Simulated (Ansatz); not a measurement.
Ru under changes of volume

One of the cells (13.575 Å³/atom); the others are scaled copies at fixed shape and fractional positions:

```xyz
2
Lattice="2.7058 0.0000 0.0000 -1.3529 2.3433 0.0000 0.0000 0.0000 4.2819" Properties=species:S:1:pos:R:3 pbc="T T T"
Ru    1.3529    0.7811    3.2114
Ru    0.0000    1.5622    1.0705
```

- Program: Ansatz 0.2.0
- Functional: LDA
- Potentials or basis: Ansatz PAW
- Cutoff: 420 eV (not typed: the program's choice for these potentials)
- k mesh: 11 × 11 × 6
- Occupations: fermi-dirac, width 0.05 eV
- Spin: spin-orbit coupling, no magnetisation

| volume (Å³/atom) | energy over the lowest point (meV/atom) | pressure (GPa) |
| --- | --- | --- |
| 12.760 | 9.70 | 10.0 |
| 13.032 | 0.00 | 1.7 |
| 13.303 | 3.51 | -5.6 |
| 13.575 | 18.74 | -12.1 |
| 13.846 | 44.36 | -17.9 |
| 14.118 | 79.18 | -23.0 |
| 14.389 | ? | ? |

Task: What does the run at 14.389 Å³/atom give?

Result: Energy over the lowest point 122.14 meV/atom; pressure -27.5 GPa.

Worked out: A Birch-Murnaghan fit of order 3 (a polynomial in V^(-2/3)) to the other rows has its minimum at 13.09 Å³/atom with B0 = V·E''(V) = 366 GPa and B' = 4.8 at fixed shape and positions, which overstates the stiffness. It gives 122.04 meV/atom at 14.389 Å³/atom, against the run's 122.14, and -dE/dV = -27.5 GPa, against -27.5.

Energies are extrapolated to zero smearing.

Caveats: the PAW data sets come from PBE, with cores solved anew for the run's functional, which leaves a small shift of forces and pressure.
